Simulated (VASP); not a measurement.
A run of VASP 6.6.1:

INCAR

```
PREC = Accurate ; ENCUT = 600
EDIFF = 1E-7 ; ISMEAR = 0
SIGMA = 0.03 ; LREAL = False
LASPH = True ; NELM = 80
ALGO = Fast ; ISIF = 2
LWAVE = False ; LCHARG = False
GGA = PE ; IVDW = 12
IBRION = 2 ; NSW = 40
EDIFFG = -0.01
```

Contents of KPOINTS:

```
Automatic mesh
0
Gamma
  8 8 8
```

Contents of POSCAR:

```
CdTe                                    
1.0
    0.0000000000      3.2166944768      3.2166944768
    3.2166944768      0.0000000000      3.2166944768
    3.2166944768      3.2166944768      0.0000000000
  Cd              Te            
     1     1
Direct
     0.0000000000000000    0.0000000000000000    0.0000000000000000
     0.2500000000000000    0.2500000000000000    0.2500000000000000
```

Potentials or basis: VASP PAW PBE potentials, release 64 (Cd, Te).

Run with:

```console
$ cat potpaw_PBE.64/Cd/POTCAR potpaw_PBE.64/Te/POTCAR > POTCAR
$ mpirun -np 1 vasp_std > vasp.out
```

Hardware: 1 thread of Intel(R) Xeon(R) 6975P-C (Granite Rapids) (shared host).

Question: How long does it take, and how much memory?

Answer: Run time: 13 s on 1 thread of Intel(R) Xeon(R) 6975P-C (Granite Rapids), with other jobs on the host, peak memory 0.23 GiB. Counts: scf iterations 15, k points 29, ion steps 1.
